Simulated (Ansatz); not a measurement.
**SiC: a strain scan**

Aim: for SiC, see how energy and stress answer to the strain pattern (0, 0, 0, 0, 1, 0).

The COD entry's cell or inner coordinates are ideal or old and differ from later refinements, so a difference from it is no clean test against experiment.

Method: DFT r2SCAN, scalar-relativistic, plane waves, PAW, in Ansatz 0.2.0.

1 further run of the same task is left out (set aside as unsound or not needed).

## (1) Starting point

The structure is cubic, space group F-43m (No. 216). The conventional cell has a = 4.356 Å, b = 4.356 Å, c = 4.356 Å, α = 90.00°, β = 90.00°, γ = 90.00°. Around Si (site symmetry -43m) lie 4 C at 1.89 Å. C (site symmetry -43m) has 4 Si at 1.89 Å as nearest neighbours.

Structure file:

```
Si C
1.0
     0.00000    2.17814    2.17814
     2.17814    0.00000    2.17814
     2.17814    2.17814    0.00000
Si C
1 1
Cartesian
  0.0000 0.0000 0.0000
  3.2672 3.2672 3.2672
```

This cell was relaxed beforehand with the same method: volume 10.33 Å³/atom, gap on the mesh 1.71 eV.

## (2) The reference cell

The reference gives a free energy of -891.3339 eV, pressure 0.01 GPa, largest force 0.000 eV/Å and gap on the mesh 1.71 eV. It was computed beforehand with the settings of the runs below.

## (3) The scan: a strain scan

The cell is strained by ε times the Voigt pattern (0, 0, 0, 0, 1, 0) (xx, yy, zz, yz, xz, xy; engineering shear), with fractional coordinates fixed (clamped ions). The stress on the pattern is the sum of the stress components weighted by it, tension positive.

## (4) At ε = -0.0600

Input file input.yaml:

```yaml
crystal:
  lattice:
    - [-0.0653443495, 2.178144982, 2.178144982]
    - [2.1128006325, 0.0, 2.1128006325]
    - [2.178144982, 2.178144982, -0.0653443495]
  atoms:
    - { symbol: Si, position: [0.0, 0.0, 0.0] }
    - { symbol: C, position: [0.75, 0.75, 0.75] }
basis:
  ecutwfc: 500
kpoints:
  mp_grid: { grid: [10, 10, 10] }
hamiltonian:
  xc: r2scan
scf:
  occupations: { method: gaussian, width: 0.05 }
output:
  forces: true
  stress: true
  eigenvalues: true
```

The run is started by

```sh
$ ansatz run input.yaml --threads 1 --pin off --max-ram 2560MiB --backend cpu --events-out ev --progress --plain --runs-dir out
```

What it wrote, cut to the lines that bear on the results:

```text
Warning: RAYON_NUM_THREADS=1 ignored (pool sized by the plan → 1); use --threads N
[...]
Pseudopotentials: kind: paw
Pseudopotential: Si, paw, valence charge 4, recommended cutoff 500 eV (meta_gga), Si.paw.azcp
Pseudopotential: C, paw, valence charge 4, recommended cutoff 500 eV (meta_gga), C.paw.azcp
Functional definition: r2SCAN
[...]
Crystal: 2 atoms, lattice volume = 20.649 Å³
Basis set: ecut = 500 eV, 531 PW (Γ), exchange–correlation on 96×96×96 points (64 copies of the dense FFT grid, shifted against one another)
Bands: 8, of which v1, the nominal top of the filled ones, is band 4 counted from 1 (3 counted from 0)
Symmetry: 4 space group operations
Space group: Imm2 (ITA 44), of the structure as read, at distance tolerance 2.7e-5 Å
k-points: 171 of 1000 (time reversal used)
[...]
SCF iter   1: F=—  HF=-891.223360 eV  |F-HF|=—  |Δ(HF+E_count)|=         —  Δρ=5.92e-3  dr2=4.97e-3  dr2_τ=1.97e-1  ethr=1.77e-3  ⟨swp⟩=6.0  Hψ=11470  notcnv=0
[...]
SCF iter   6: F=-891.267728 eV  HF=-891.267728 eV  |F-HF|=1.52e-8  |Δ(HF+E_count)|=   2.55e-8  Δρ=2.20e-5  dr2=8.52e-8  dr2_τ=6.12e-10  ethr=1.25e-9  ⟨swp⟩=2.5  Hψ=4883  notcnv=0
[...]
SCF converged after 6 iterations
Free energy (F): -891.267728 eV
[...]
E sigma→0 (E₀):  -891.267728 eV
Fermi energy:    10.268384 eV
[...]
--- Forces (eV/Å), atoms counted from 1 ---
  atom   1  Si     0.00000000     0.46504888    -0.00000000
  atom   2  C     -0.00000000    -0.46503276     0.00000000
[...]
--- Stress (GPa, compression-positive) ---
        1.355356      -0.000000      17.116115
        0.000000       0.505912      -0.000000
       17.116115      -0.000000       1.355356
  P = ⅓ Tr σ = 1.0722 GPa (10.722 kbar)
--- Band table (eV; the first three rows and the last of 171) ---
  k-point 0: bands = ["-6.8178", "9.2201", "9.3525", "9.5745", "15.5956", "16.5540", "17.9054", "18.0015"]
[...]
```

It took 8.1 s on 1 thread of Intel Xeon Platinum 8259CL at 2.50GHz (Skylake/Cascade Lake), shared host; peak memory 0.46 GiB.

## (5) At ε = 0.0450

Edit input.yaml of step 4 so:

```diff
@@ -2,5 +2,5 @@
   lattice:
-    - [-0.0653443495, 2.178144982, 2.178144982]
-    - [2.1128006325, 0.0, 2.1128006325]
-    - [2.178144982, 2.178144982, -0.0653443495]
+    - [0.0490082621, 2.178144982, 2.178144982]
+    - [2.2271532441, 0.0, 2.2271532441]
+    - [2.178144982, 2.178144982, 0.0490082621]
   atoms:
```

The run is started by

```sh
$ ansatz run input.yaml --threads 1 --pin off --max-ram 2560MiB --backend cpu --events-out ev --progress --plain --runs-dir out
```

What it wrote, cut to the lines that bear on the results:

```text
Warning: RAYON_NUM_THREADS=1 ignored (pool sized by the plan → 1); use --threads N
[...]
[... 4 set-up lines as earlier in the session ...]
[...]
Crystal: 2 atoms, lattice volume = 20.657 Å³
Basis set: ecut = 500 eV, 531 PW (Γ), exchange–correlation on 96×96×96 points (64 copies of the dense FFT grid, shifted against one another)
Bands: 8, of which v1, the nominal top of the filled ones, is band 4 counted from 1 (3 counted from 0)
[... 2 set-up lines as earlier in the session ...]
k-points: 171 of 1000 (time reversal used)
[...]
SCF iter   1: F=—  HF=-891.252392 eV  |F-HF|=—  |Δ(HF+E_count)|=         —  Δρ=5.89e-3  dr2=4.88e-3  dr2_τ=1.96e-1  ethr=1.77e-3  ⟨swp⟩=6.0  Hψ=11483  notcnv=0
[...]
SCF iter   7: F=-891.296734 eV  HF=-891.296734 eV  |F-HF|=1.41e-9  |Δ(HF+E_count)|=   2.52e-9  Δρ=6.18e-6  dr2=6.79e-9  dr2_τ=4.85e-11  ethr=1.25e-9  ⟨swp⟩=4.0  Hψ=4116  notcnv=0
[...]
SCF converged after 7 iterations
Free energy (F): -891.296734 eV
[...]
E sigma→0 (E₀):  -891.296734 eV
Fermi energy:    10.267995 eV
[...]
--- Forces (eV/Å), atoms counted from 1 ---
  atom   1  Si     0.00000000    -0.34673860     0.00000000
  atom   2  C      0.00000000     0.34673442    -0.00000000
[...]
--- Stress (GPa, compression-positive) ---
        0.764758       0.000000     -12.814535
        0.000000       0.286693      -0.000000
      -12.814535      -0.000000       0.764758
  P = ⅓ Tr σ = 0.6054 GPa (6.054 kbar)
--- Band table (eV; the first three rows and the last of 171) ---
  k-point 0: bands = ["-6.8160", "9.2557", "9.3627", "9.5202", "15.8024", "16.7170", "17.6665", "17.8013"]
[...]
```

Run time: 11 s. Hardware: 1 thread of Intel Xeon Platinum 8259CL at 2.50GHz (Skylake/Cascade Lake), shared host; peak memory 0.46 GiB.

## (6) ε = -0.0300

Edit input.yaml of step 5 so:

```diff
@@ -2,5 +2,5 @@
   lattice:
-    - [0.0490082621, 2.178144982, 2.178144982]
-    - [2.2271532441, 0.0, 2.2271532441]
-    - [2.178144982, 2.178144982, 0.0490082621]
+    - [-0.0326721747, 2.178144982, 2.178144982]
+    - [2.1454728073, 0.0, 2.1454728073]
+    - [2.178144982, 2.178144982, -0.0326721747]
   atoms:
```

The run is started by

```sh
$ ansatz run input.yaml --threads 1 --pin off --max-ram 2560MiB --backend cpu --events-out ev --progress --plain --runs-dir out
```

What it wrote, cut to the lines that bear on the results:

```text
Warning: RAYON_NUM_THREADS=1 ignored (pool sized by the plan → 1); use --threads N
[...]
[... 4 set-up lines as earlier in the session ...]
[...]
Crystal: 2 atoms, lattice volume = 20.663 Å³
Basis set: ecut = 500 eV, 531 PW (Γ), exchange–correlation on 96×96×96 points (64 copies of the dense FFT grid, shifted against one another)
Bands: 8, of which v1, the nominal top of the filled ones, is band 4 counted from 1 (3 counted from 0)
[... 2 set-up lines as earlier in the session ...]
k-points: 171 of 1000 (time reversal used)
[...]
SCF iter   1: F=—  HF=-891.273066 eV  |F-HF|=—  |Δ(HF+E_count)|=         —  Δρ=5.87e-3  dr2=4.82e-3  dr2_τ=1.95e-1  ethr=1.77e-3  ⟨swp⟩=6.0  Hψ=11491  notcnv=0
[...]
SCF iter   7: F=-891.317405 eV  HF=-891.317405 eV  |F-HF|=1.21e-9  |Δ(HF+E_count)|=   3.43e-9  Δρ=5.79e-6  dr2=5.94e-9  dr2_τ=4.31e-11  ethr=1.25e-9  ⟨swp⟩=4.0  Hψ=4104  notcnv=0
[...]
SCF converged after 7 iterations
Free energy (F): -891.317405 eV
[...]
E sigma→0 (E₀):  -891.317405 eV
Fermi energy:    10.262585 eV
[...]
--- Forces (eV/Å), atoms counted from 1 ---
  atom   1  Si     0.00000000     0.23018538    -0.00000000
  atom   2  C     -0.00000000    -0.23018276     0.00000000
[...]
--- Stress (GPa, compression-positive) ---
        0.343535       0.000000       8.532047
        0.000000       0.131068      -0.000000
        8.532047      -0.000000       0.343535
  P = ⅓ Tr σ = 0.2727 GPa (2.727 kbar)
--- Band table (eV; the first three rows and the last of 171) ---
  k-point 0: bands = ["-6.8147", "9.2935", "9.3701", "9.4692", "15.9902", "16.8847", "17.4557", "17.6069"]
[...]
```

Wall time 9 s (1 thread of Intel Xeon Platinum 8259CL at 2.50GHz (Skylake/Cascade Lake), shared host); peak memory 0.45 GiB.

## (7) ε = 0.0150

Edit input.yaml of step 6 so:

```diff
@@ -2,5 +2,5 @@
   lattice:
-    - [-0.0326721747, 2.178144982, 2.178144982]
-    - [2.1454728073, 0.0, 2.1454728073]
-    - [2.178144982, 2.178144982, -0.0326721747]
+    - [0.0163360874, 2.178144982, 2.178144982]
+    - [2.1944810694, 0.0, 2.1944810694]
+    - [2.178144982, 2.178144982, 0.0163360874]
   atoms:
```

The run is started by

```sh
$ ansatz run input.yaml --threads 1 --pin off --max-ram 2560MiB --backend cpu --events-out ev --progress --plain --runs-dir out
```

What it wrote, cut to the lines that bear on the results:

```text
[...]
SCF converged after 7 iterations
Free energy (F): -891.329787 eV
[...]
E sigma→0 (E₀):  -891.329787 eV
Fermi energy:    10.251071 eV
[...]
--- Forces (eV/Å), atoms counted from 1 ---
  atom   1  Si     0.00000000    -0.11480308     0.00000000
  atom   2  C     -0.00000000     0.11480205    -0.00000000
[...]
--- Stress (GPa, compression-positive) ---
        0.091168      -0.000000      -4.262850
       -0.000000       0.038001      -0.000000
       -4.262850      -0.000000       0.091168
  P = ⅓ Tr σ = 0.0734 GPa (0.734 kbar)
--- Band table (eV; the first three rows and the last of 171) ---
  k-point 0: bands = ["-6.8139", "9.3336", "9.3746", "9.4212", "16.1346", "17.0574", "17.2976", "17.4183"]
[...]
```

It took 8.1 s on 1 thread of Intel Xeon Platinum 8259CL at 2.50GHz (Skylake/Cascade Lake), shared host; peak memory 0.45 GiB.

## (8) At ε = 0.0525

Edit input.yaml of step 7 so:

```diff
@@ -2,5 +2,5 @@
   lattice:
-    - [0.0163360874, 2.178144982, 2.178144982]
-    - [2.1944810694, 0.0, 2.1944810694]
-    - [2.178144982, 2.178144982, 0.0163360874]
+    - [0.0571763058, 2.178144982, 2.178144982]
+    - [2.2353212878, 0.0, 2.2353212878]
+    - [2.178144982, 2.178144982, 0.0571763058]
   atoms:
```

The run is started by

```sh
$ ansatz run input.yaml --threads 1 --pin off --max-ram 2560MiB --backend cpu --events-out ev --progress --plain --runs-dir out
```

What it wrote, cut to the lines that bear on the results:

```text
Warning: RAYON_NUM_THREADS=1 ignored (pool sized by the plan → 1); use --threads N
[...]
[... 4 set-up lines as earlier in the session ...]
[...]
Crystal: 2 atoms, lattice volume = 20.653 Å³
Basis set: ecut = 500 eV, 531 PW (Γ), exchange–correlation on 96×96×96 points (64 copies of the dense FFT grid, shifted against one another)
Bands: 8, of which v1, the nominal top of the filled ones, is band 4 counted from 1 (3 counted from 0)
[... 2 set-up lines as earlier in the session ...]
k-points: 171 of 1000 (time reversal used)
[...]
SCF iter   1: F=—  HF=-891.238925 eV  |F-HF|=—  |Δ(HF+E_count)|=         —  Δρ=5.90e-3  dr2=4.92e-3  dr2_τ=1.96e-1  ethr=1.77e-3  ⟨swp⟩=6.0  Hψ=11488  notcnv=0
[...]
SCF iter   7: F=-891.283278 eV  HF=-891.283278 eV  |F-HF|=1.16e-9  |Δ(HF+E_count)|=   1.87e-9  Δρ=5.46e-6  dr2=5.35e-9  dr2_τ=3.84e-11  ethr=1.25e-9  ⟨swp⟩=4.0  Hψ=4115  notcnv=0
[...]
SCF converged after 7 iterations
Free energy (F): -891.283278 eV
[...]
E sigma→0 (E₀):  -891.283278 eV
Fermi energy:    10.268719 eV
[...]
--- Forces (eV/Å), atoms counted from 1 ---
  atom   1  Si     0.00000000    -0.40563059    -0.00000000
  atom   2  C     -0.00000000     0.40562677     0.00000000
[...]
--- Stress (GPa, compression-positive) ---
        1.038629      -0.000000     -14.962356
       -0.000000       0.387988      -0.000000
      -14.962356      -0.000000       1.038629
  P = ⅓ Tr σ = 0.8217 GPa (8.217 kbar)
--- Band table (eV; the first three rows and the last of 171) ---
  k-point 0: bands = ["-6.8169", "9.2376", "9.3579", "9.5469", "15.7005", "16.6349", "17.7833", "17.9006"]
[...]
```

Wall time 9.4 s (1 thread of Intel Xeon Platinum 8259CL at 2.50GHz (Skylake/Cascade Lake), shared host); peak memory 0.45 GiB.

## (9) At ε = 0.0375

Edit input.yaml of step 8 so:

```diff
@@ -2,5 +2,5 @@
   lattice:
-    - [0.0571763058, 2.178144982, 2.178144982]
-    - [2.2353212878, 0.0, 2.2353212878]
-    - [2.178144982, 2.178144982, 0.0571763058]
+    - [0.0408402184, 2.178144982, 2.178144982]
+    - [2.2189852004, 0.0, 2.2189852004]
+    - [2.178144982, 2.178144982, 0.0408402184]
   atoms:
```

The run is started by

```sh
$ ansatz run input.yaml --threads 1 --pin off --max-ram 2560MiB --backend cpu --events-out ev --progress --plain --runs-dir out
```

What it wrote, cut to the lines that bear on the results:

```text
[...]
SCF converged after 7 iterations
Free energy (F): -891.308108 eV
[...]
E sigma→0 (E₀):  -891.308108 eV
Fermi energy:    10.265994 eV
[...]
--- Forces (eV/Å), atoms counted from 1 ---
  atom   1  Si     0.00000000    -0.28828022     0.00000000
  atom   2  C     -0.00000000     0.28827684    -0.00000000
[...]
--- Stress (GPa, compression-positive) ---
        0.533154       0.000000     -10.671316
        0.000000       0.200931      -0.000000
      -10.671316      -0.000000       0.533154
  P = ⅓ Tr σ = 0.4224 GPa (4.224 kbar)
--- Band table (eV; the first three rows and the last of 171) ---
  k-point 0: bands = ["-6.8153", "9.2743", "9.3668", "9.4943", "15.8998", "16.8003", "17.5565", "17.7034"]
[...]
```

Run time: 9.9 s. Hardware: 1 thread of Intel Xeon Platinum 8259CL at 2.50GHz (Skylake/Cascade Lake), shared host; peak memory 0.45 GiB.

## (10) ε = 0.0225

Edit input.yaml of step 9 so:

```diff
@@ -2,5 +2,5 @@
   lattice:
-    - [0.0408402184, 2.178144982, 2.178144982]
-    - [2.2189852004, 0.0, 2.2189852004]
-    - [2.178144982, 2.178144982, 0.0408402184]
+    - [0.024504131, 2.178144982, 2.178144982]
+    - [2.202649113, 0.0, 2.202649113]
+    - [2.178144982, 2.178144982, 0.024504131]
   atoms:
```

The run is started by

```sh
$ ansatz run input.yaml --threads 1 --pin off --max-ram 2560MiB --backend cpu --events-out ev --progress --plain --runs-dir out
```

What it wrote, cut to the lines that bear on the results:

```text
[...]
SCF converged after 7 iterations
Free energy (F): -891.324630 eV
[...]
E sigma→0 (E₀):  -891.324630 eV
Fermi energy:    10.257647 eV
[...]
--- Forces (eV/Å), atoms counted from 1 ---
  atom   1  Si     0.00000000    -0.17238463    -0.00000000
  atom   2  C     -0.00000000     0.17238304     0.00000000
[...]
--- Stress (GPa, compression-positive) ---
        0.196268       0.000000      -6.396216
        0.000000       0.076796      -0.000000
       -6.396216      -0.000000       0.196268
  P = ⅓ Tr σ = 0.1564 GPa (1.564 kbar)
--- Band table (eV; the first three rows and the last of 171) ---
  k-point 0: bands = ["-6.8142", "9.3132", "9.3727", "9.4448", "16.0702", "16.9705", "17.3678", "17.5119"]
[...]
```

Run time: 12 s. Hardware: 1 thread of Intel Xeon Platinum 8259CL at 2.50GHz (Skylake/Cascade Lake), shared host; peak memory 0.45 GiB.

## (11) Point ε = 0.0075

Edit input.yaml of step 10 so:

```diff
@@ -2,5 +2,5 @@
   lattice:
-    - [0.024504131, 2.178144982, 2.178144982]
-    - [2.202649113, 0.0, 2.202649113]
-    - [2.178144982, 2.178144982, 0.024504131]
+    - [0.0081680437, 2.178144982, 2.178144982]
+    - [2.1863130257, 0.0, 2.1863130257]
+    - [2.178144982, 2.178144982, 0.0081680437]
   atoms:
@@ -20 +20,5 @@
   eigenvalues: true
+  write_density: true
+  write_potential: true
+  elf: true
+  volumetric_format: npy
```

The run is started by

```sh
$ ansatz run input.yaml --threads 1 --pin off --max-ram 2560MiB --backend cpu --events-out ev --progress --plain --runs-dir out
```

What it wrote, cut to the lines that bear on the results:

```text
[...]
SCF converged after 7 iterations
Free energy (F): -891.332880 eV
[...]
E sigma→0 (E₀):  -891.332880 eV
Fermi energy:    10.242526 eV
[...]
--- Forces (eV/Å), atoms counted from 1 ---
  atom   1  Si     0.00000000    -0.05736440    -0.00000000
  atom   2  C     -0.00000000     0.05736401     0.00000000
[...]
--- Stress (GPa, compression-positive) ---
        0.028012       0.000000      -2.131125
        0.000000       0.014634      -0.000000
       -2.131125      -0.000000       0.028012
  P = ⅓ Tr σ = 0.0236 GPa (0.236 kbar)
--- Band table (eV; the first three rows and the last of 171) ---
  k-point 0: bands = ["-6.8137", "9.3545", "9.3757", "9.3983", "16.1773", "17.1457", "17.2514", "17.3261"]
[...]
```

Wall time 11 s (1 thread of Intel Xeon Platinum 8259CL at 2.50GHz (Skylake/Cascade Lake), shared host); peak memory 0.45 GiB.

Axes a, b and c in the maps are those of this run's conventional cell (a, b, c = 3.069, 3.092, 4.356 Å).

Density in a lattice plane of the grid's cell (edges 3.07 and 4.36 Å, at 0.000 of the third edge), which holds Si and C.

Ten even steps from ' ' (0.04 e/Å³) to '@' (1.78 e/Å³):
```
      ..........  ..........    
    ......              ......  
........                  ......
........                  ......
....                          ..
                                
                                
                                
                                
            ..........          
        ....::------::....      
        ..::==++++++==::..      
      ..::==**##%%##**==::..    
    ..::--++%%@@@@@@%%++--::..  
....::--==##@@@@@@@@@@##==--::..
....::--++##@@@@@@@@@@##++--::..
....::==++**##%%%%%%##**++==::..
  ..::--==++++++++++++++==--::..
    ..::------------------::..  
      ..::::::......::::::..    
```
Columns run along the first of these edges and rows up along the second, over one cell in 16 and 20 even steps from the bottom left corner. Atoms in the plane (fractional): Si at (0.00, 0.00), C at (0.50, 0.25).

ELF in the same plane.

Ten even steps from '0' (0.01) to '9' (0.93):
```
2111355444553111
1111222222222111
2222211000112222
3332210000012233
3322100000001223
2111000000000111
0000000000000000
0000001121100000
0000013444310000
0000235666532000
0002457787754200
0013567787765310
0135676656676531
2257775212577752
3478885101588874
3589997313799985
2489998656899984
1269999888999962
2247999888999742
6314787777787413
```
Columns run along the first of these edges and rows up along the second, over one cell in 16 and 20 even steps from the bottom left corner. Atoms in the plane (fractional): Si at (0.00, 0.00), C at (0.50, 0.25).

Both are smooth fields of the valence electrons: close to the nuclei they are not physical.

The highest ELF values outside the cores: 0.93 on the C–Si line, 0.9 Å from C.

## (12) The scan collected

The scan, with free energies counted from the undisturbed cell:

```tsv
ε	ΔE (meV/atom)	stress on the pattern (GPa)	pressure (GPa)	gap on the mesh (eV)
-0.0600	33.1	-17.12	1.1	1.39
-0.0300	8.3	-8.53	0.3	1.59
0.0000	0.0	0.00	0.0	1.71
0.0075	0.5	2.13	0.0	1.69
0.0150	2.1	4.26	0.1	1.66
0.0225	4.6	6.40	0.2	1.63
0.0375	12.9	10.67	0.4	1.54
0.0450	18.6	12.81	0.6	1.50
0.0525	25.3	14.96	0.8	1.44
```

Not run, since symmetry makes them alike: 0.0600 repeats -0.0600, -0.0450 repeats 0.0450, 0.0300 repeats -0.0300, -0.0150 repeats 0.0150. Energy, pressure and gap are the same there.

## (13) What came out

| quantity | value |
| --- | --- |
| slope of the stress at ε = 0, from the points at -0.0300, 0 and 0.0075 | 284 GPa |

The slope of the stress at zero strain, 284 GPa, estimates C55 with clamped ions in this Cartesian frame; letting the atoms relax could not make it stiffer. The step is wide, so higher orders mix in. The undisturbed cell stays the lowest of the sampled points. The gap on the mesh stays between 1.39 and 1.71 eV.
